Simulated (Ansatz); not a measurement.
# ZrS2: band structure with LDA

**Measured values to compare with.**

From “Stress-Tuned Optical Transitions in Layered 1T-MX2 (M= Hf, Zr, Sn; X= S, Se) Crystals”, 2022, arxiv:2210.12074, for a bulk crystal of ZrS2: band gap 1.68 eV (indirect).

The system is ZrS2.

```
CELL_PARAMETERS angstrom
3.69138 0.00000 0.00000
-1.84569 3.19683 0.00000
0.00000 0.00000 6.04108
ATOMIC_POSITIONS crystal
Zr 0.00000 0.00000 0.00000
S 0.33333 0.66667 0.23791
S 0.66667 0.33333 0.76209
```

The cell is a database's computed one.

```
Program                             : Ansatz 0.2.0
Task                                : band structure
Functional                          : LDA
Potentials or basis                 : Ansatz PAW
Cutoff                              : 420 eV (not typed: the program's choice for these potentials)
k mesh                              : 6 × 6 × 4
Occupations                         : fermi-dirac, width 0.05 eV
Spin                                : spin-orbit coupling, no magnetisation
Path                                : [["G", "M", "K", "G", "A", "L", "H", "A"], ["L", "M"], ["K", "H"]]
Points for each segment of the path : 14
```

| Item | Value |
| --- | --- |
| Pressure | -4.5 GPa |
| Largest force | 0.308 eV/Å |
| Band gap on the k mesh | 0.93 eV, indirect (least direct gap 1.49 eV) |
| Band gap along the path | 0.90 eV, indirect (least direct gap 1.49 eV) |

Forces on the atoms (eV/Å):
```
Zr   0.000  0.000  0.000
S    0.000  0.000 -0.308
S    0.000  0.000  0.308
```

Stress tensor (GPa, compression positive):
```
-5.03  0.00  0.00
 0.00 -5.03  0.00
 0.00  0.00 -3.44
```

Levels at the corners of the path, in eV from the valence-band top:
```csv
point,band 21,band 22,band 23,band 24,band 25,band 26,band 27,band 28
Γ,-0.04,-0.04,-0.03,-0.03,1.46,1.46,1.47,1.47
M,-1.70,-1.70,-1.18,-1.18,1.08,1.08,3.12,3.12
K,-2.00,-2.00,-1.44,-1.44,2.06,2.06,3.05,3.05
Γ,-0.04,-0.04,-0.03,-0.03,1.46,1.46,1.47,1.47
A,-0.23,-0.23,-0.15,-0.15,1.44,1.44,1.44,1.44
L,-1.00,-1.00,-0.78,-0.78,0.90,0.90,3.12,3.12
H,-1.76,-1.76,-1.75,-1.75,2.16,2.16,2.78,2.78
A,-0.23,-0.23,-0.15,-0.15,1.44,1.44,1.44,1.44
L,-1.00,-1.00,-0.78,-0.78,0.90,0.90,3.12,3.12
M,-1.70,-1.70,-1.18,-1.18,1.08,1.08,3.12,3.12
K,-2.00,-2.00,-1.44,-1.44,2.06,2.06,3.05,3.05
H,-1.76,-1.76,-1.75,-1.75,2.16,2.16,2.78,2.78
```

Wall time 57 s on 2 threads of Intel(R) Xeon(R) Processor @ 2.50GHz (Skylake/Cascade Lake) (shared host), peak memory 0.58 GiB.

Against the measured gap of ZrS2, 1.68 eV (indirect; quoted in “Stress-Tuned Optical Transitions in Layered 1T-MX2 (M= Hf, Zr, Sn; X= S, Se) Crystals”, 2022, arxiv:2210.12074), the calculated 0.90 eV is off by -0.78 eV. The value is that of LDA, without temperature or zero-point motion. Semilocal functionals fall short of measured gaps as a rule. The cell is a database's relaxed one, not the measured one, which moves gaps too.

Caveat: the PAW data sets come from PBE, with cores solved anew for the run's functional, which leaves a small shift of forces and pressure.
